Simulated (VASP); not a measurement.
# C: relaxation of cell and atoms with LDA

The system is C.

```xyz
4
Lattice="2.4459 0.0000 0.0000 -1.2230 2.1182 0.0000 0.0000 0.0000 6.5969" Properties=species:S:1:pos:R:3 pbc="T T T"
C     0.0000    0.0000    1.6492
C     0.0000    0.0000    4.9477
C     0.0000    1.4121    1.6492
C     1.2230    0.7061    4.9477
```

```
Program                : VASP 6.6.1
Task                   : relaxation of cell and atoms
Functional             : LDA
Potentials or basis    : VASP PAW LDA potentials, release 64 (C)
Cutoff                 : 600 eV
k mesh                 : 12 × 12 × 4
Occupations            : gaussian, width 0.03 eV
Spin                   : no spin polarisation
Further INCAR settings : ALGO = Normal; EDIFF = 1e-07; IBRION = 2; EDIFFG = -0.005; NSW = 90; ISIF = 3
```

- Relaxed volume: 8.49 Å³/atom
- Relaxed cell: a = 2.446 Å, b = 2.446 Å, c = 6.551 Å, α = 90.00°, β = 90.00°, γ = 120.00°
- Space group after relaxing (to 0.05 Å): P6_3/mmc (No. 194)
- Energy gained by relaxing: 0.0 meV/atom
- Ionic steps: 9
- Pressure after relaxing: 0.0 GPa
- Band gap on the k mesh: none (metal or under the smearing width)

Step by step:
```csv
step,energy change (eV),largest force (eV/Å),pressure (GPa),volume (Å³)
1,0.0000,0.0000,0.06,34.18
2,0.0000,0.0000,-0.39,34.19
3,0.0000,0.0000,-0.15,34.19
4,-0.0001,0.0000,-0.14,34.16
5,-0.0001,0.0000,-0.12,34.08
6,-0.0002,0.0000,-0.07,33.92
7,-0.0002,0.0000,-0.07,33.95
8,-0.0001,0.0000,0.51,33.91
9,-0.0002,0.0000,0.01,33.95
```

Final structure:
```cif
data_structure
_symmetry_space_group_name_H-M 'P 1'
_symmetry_Int_Tables_number 1
_cell_length_a 2.4462
_cell_length_b 2.4462
_cell_length_c 6.5506
_cell_angle_alpha 90.000
_cell_angle_beta 90.000
_cell_angle_gamma 120.000
_cell_volume 33.95
loop_
_atom_site_label
_atom_site_type_symbol
_atom_site_fract_x
_atom_site_fract_y
_atom_site_fract_z
_atom_site_occupancy
C1 C 0.00000 0.00000 0.25000 1
C2 C 0.00000 0.00000 0.75000 1
C3 C 0.33333 0.66667 0.25000 1
C4 C 0.66667 0.33333 0.75000 1
```

Levels at points of the mesh, in eV from the Fermi level:
```
           k point  band 4  band 5  band 6  band 7  band 8  band 9  band 10  band 11  band 12
(0.00, 0.00, 0.00)   -6.53   -2.98   -2.98   -2.95   -2.95    4.04     8.45     8.45     8.51
(0.50, 0.00, 0.00)  -13.18   -6.45   -6.38   -2.87   -2.08    1.48     2.27     7.49     7.99
(0.00, 0.00, 0.50)   -7.80   -2.97   -2.97   -2.97   -2.97    6.90     6.90     8.48     8.48
(0.50, 0.00, 0.50)  -13.25   -6.41   -6.41   -2.39   -2.39    1.61     1.61     7.73     7.73
```

Run time: 20 s on 2 MPI ranks on AMD EPYC 9R45 96-Core Processor (Zen 5), on a shared host, peak memory 0.12 GiB a rank.
